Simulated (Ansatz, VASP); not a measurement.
## Ba: VASP beside Ansatz

```xyz
1
Lattice="0.0000 3.1676 3.1676 3.1676 0.0000 3.1676 3.1676 3.1676 0.0000" Properties=species:S:1:pos:R:3 pbc="T T T"
Ba    0.0000    0.0000    0.0000
```

Alike in both runs: functional PBE; k mesh 11 × 11 × 11; occupations fermi-dirac, width 0.05 eV; no spin polarisation.

Ansatz relaxed the structure, and its values are those at the end. VASP's run is a single point on that final structure, the one shown.

```csv
,VASP,Ansatz
version,VASP 6.6.1,Ansatz 0.2.0
potentials or method,"VASP PAW PBE potentials, release 64 (Ba_sv)","PAW with Ansatz's default frozen-core files, scalar-relativistic"
plane-wave cutoff (eV),520,420
valence electrons in the cell,10,10
```

|  | VASP | Ansatz | Ansatz less VASP |
| --- | --- | --- | --- |
| pressure (GPa) | 0.1 | 0.0 | -0.05 |

The functional is the same, so the differences come from potentials, cutoffs and numerics.

Spin-orbit coupling is left out, which matters for the levels of Ba.
